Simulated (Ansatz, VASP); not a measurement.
## Ge: 3 runs at one level of theory

The starting cell:

```
Ge
1.0
     0.00000    2.82891    2.82891
     2.82891    0.00000    2.82891
     2.82891    2.82891    0.00000
Ge
2
Direct
  0.75000 0.75000 0.75000
  0.50000 0.50000 0.50000
```

Alike in all runs: task relaxation of cell and atoms; functional PBEsol; dispersion D3(BJ); k mesh 8 × 8 × 8; occupations fermi-dirac, width 0.05 eV; no spin polarisation; no spin-orbit coupling.

| program and potentials | plane-wave cutoff (eV) | notes | equilibrium volume (Å³/atom) |
| --- | --- | --- | --- |
| Ansatz, Ansatz PAW | 420 | potentials made for PBE, which Ansatz adapts in part | 22.23 |
| VASP, PBE PAW files Ge_d, 600 eV | 600 | potentials made for PBE | 22.22 |
| Ansatz, all-electron LAPW, scalar-relativistic | - | - | 22.23 |

The equilibrium volume spans 22.22 (VASP, PBE PAW files Ge_d, 600 eV) to 22.23 Å³/atom (Ansatz, Ansatz PAW), with all-electron results at 22.23. Relaxations stop with a little pressure left, so the last digit of a volume isn't settled.

The functional is the same throughout but for its coding, so the spread measures potentials, basis and numerics; runs on potential files found faulty are left out.
